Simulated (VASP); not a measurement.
Write the native input for VASP 6.6.1 that does the following.

- Task: single point
- Functional: LDA
- Potentials or basis: VASP PAW LDA potentials, release 64 (Sn_d, Se)
- Cutoff: 750 eV
- k mesh: 10 × 10 × 10
- Occupations: gaussian, width 0.02 eV
- Spin: spin-orbit coupling, no magnetisation
- Further INCAR settings: ALGO = Normal; EDIFF = 1e-08; NBANDS = 36

The structure of SnSe lies in POSCAR:

```
SnSe
1.0
    0.0000000000      3.0100000000      3.0100000000
    3.0100000000      0.0000000000      3.0100000000
    3.0100000000      3.0100000000      0.0000000000
Sn Se
1 1
Direct
    0.0000000000      0.0000000000      0.0000000000
    0.5000000000      0.5000000000      0.5000000000
```

Measurements of this composition are mostly on another form, of space group No. 62.

The input as run:

INCAR

```
ALGO = Normal ; EDIFF = 1E-8
ENCUT = 750 ; GGA_COMPAT = F
ISIF = 2 ; ISMEAR = 0
LASPH = T ; LCHARG = F
LORBIT = 11 ; LREAL = F
LSORBIT = T ; LWAVE = F
MAGMOM = 0 0 0 0 0 0 ; NBANDS = 36
NELM = 100 ; PREC = Accurate
SIGMA = 0.02
```

KPOINTS

```
k-points
0
Gamma
  10 10 10
```

Potentials or basis: VASP PAW LDA potentials, release 64 (Sn_d, Se).

The run is started by

```console
$ cat potpaw_LDA.64/Sn_d/POTCAR potpaw_LDA.64/Se/POTCAR > POTCAR
$ mpirun -np 1 vasp_ncl > vasp.out
```

Results of the run:

- Pressure: -3.2 GPa
- Valence electrons inside the program's atomic spheres: Sn 12.07; Se 3.79

Run time: 3.8 min on 1 thread of Intel(R) Xeon(R) 6975P-C (Granite Rapids), on a shared host, peak memory 0.51 GiB.
